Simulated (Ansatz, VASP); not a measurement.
CaO: VASP beside Ansatz

INCAR

```
SYSTEM = CaO
ALGO = Normal ; EDIFF = 1E-7
ENCUT = 520 ; GGA = PE
ISIF = 2 ; ISMEAR = 0
LASPH = .True. ; LCHARG = .True.
LELF = .True. ; LREAL = .False.
LVHAR = .True. ; LWAVE = .False.
NBANDS = 15 ; NELM = 80
PREC = Accurate ; SIGMA = 0.05
```

KPOINTS

```
k-points
0
Gamma
  12 12 12
  0 0 0
```

Contents of POSCAR:

```
CaO
1.0
    0.0000000000      2.4314192120      2.4314192120
    2.4314192120      0.0000000000      2.4314192120
    2.4314192120      2.4314192120      0.0000000000
Ca O
1 1
Direct
    0.5000000000      0.5000000000      0.5000000000
    0.0000000000      0.0000000000      0.0000000000
```

Input for Ansatz:

```yaml
crystal:
  lattice:
    - [0.0, 2.431419212, 2.431419212]
    - [2.431419212, 0.0, 2.431419212]
    - [2.431419212, 2.431419212, 0.0]
  atoms:
    - { symbol: Ca, position: [0.5, 0.5, 0.5] }
    - { symbol: O, position: [0.0, 0.0, 0.0] }
basis:
  ecutwfc: 420
  ecutrho_ratio: 4
kpoints:
  mp_grid: { grid: [12, 12, 12] }
hamiltonian:
  xc: pbe
scf:
  occupations: { method: gaussian, width: 0.05 }
output:
  forces: true
  stress: true
  eigenvalues: true
```

Alike in both runs: task single point; functional PBE; k mesh 12 × 12 × 12; occupations gaussian, width 0.05 eV; no spin polarisation.

|  | VASP | Ansatz |
| --- | --- | --- |
| version | VASP 6.6.1 | Ansatz 0.2.0 |
| potentials or method | VASP PAW PBE potentials, release 64 (Ca_sv, O) | scalar-relativistic, plane waves, PAW |
| plane-wave cutoff (eV) | 520 | 420 |
| valence electrons in the cell | 16 | 16 |

Ansatz gave:

```
gap on the k mesh at the Fermi level (eV) : 3.66
least direct gap on the mesh (eV)         : 4.04
pressure (GPa)                            : -2.0
```

Task: Which values does VASP return?

Result: gap on the k mesh at the Fermi level (eV): 3.64; least direct gap on the mesh (eV): 4.02; pressure (GPa): -1.5.

The functional is the same, so the differences come from potentials, cutoffs and numerics.

A k mesh can miss the band edges. As with any semilocal functional, this PBE gap is likely too small.
